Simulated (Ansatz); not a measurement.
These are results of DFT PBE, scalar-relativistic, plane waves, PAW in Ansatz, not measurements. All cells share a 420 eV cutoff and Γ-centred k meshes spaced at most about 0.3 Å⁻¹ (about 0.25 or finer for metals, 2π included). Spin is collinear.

Temperature and zero-point effects are left out.

Two relaxed structures of GdO4:

A. (opposed, unequal moments (Gd +6.7, O -0.3 μB) on the magnetic atoms, averaged by element; signs in the order of the file + 0 0 − −)

```
CELL_PARAMETERS angstrom
1.86488 -3.95869 0.00000
1.86488 3.95869 0.00000
0.00000 0.00000 4.52238
ATOMIC_POSITIONS crystal
Gd 0.50000 0.50000 0.50000
O 0.78172 0.21828 0.50000
O 0.21828 0.78172 0.50000
O 0.17598 0.17598 0.00000
O 0.82402 0.82402 0.00000
```

B. (opposed, unequal moments (Gd +6.7, O -1.2 μB) on the magnetic atoms, averaged by element; signs in the order of the file + − − − −)

```
CELL_PARAMETERS angstrom
-2.66950 2.66950 2.66950
2.66950 -2.66950 2.66950
2.66950 2.66950 -2.66950
ATOMIC_POSITIONS crystal
Gd 0.00000 0.00000 0.00000
O 0.50000 0.50000 0.50000
O 0.50000 0.00000 0.00000
O 0.00000 0.00000 0.50000
O 0.00000 0.50000 0.00000
```

Question: Which would you expect to be lower, and how large is the difference?

Answer: A is lower, by 0.61 eV/atom. A has space group Cmmm (No. 65), 13.4 Å³/atom and no gap on its mesh; B has space group Im-3m (No. 229), 15.2 Å³/atom and no gap. Counting O atoms around Gd (those within 1.25 times the shortest such distance or 1.15 times the sum of covalent radii; a plus sign parts nearer from farther groups), A has Gd 2+8 and B has Gd 8. A holds O–O pairs (shortest 1.31 Å, as in superoxide); in B the shortest O–O distance is 2.67 Å. The denser one is the lower, and pressure would at first widen the difference. Both come from invented guesses. The lowest form computed isn't among them: it has space group R-3m (No. 166), 11.2 Å³/atom and lies 91 meV/atom below the best shown.

In such compounds of Gd a zero gap at this level may well be an artefact, since no Hubbard U is applied. Another magnetic order may lie lower. Cells relaxed within their symmetry can be saddle points. Some candidate types were left out of the draw beforehand, so a known form may be missing.
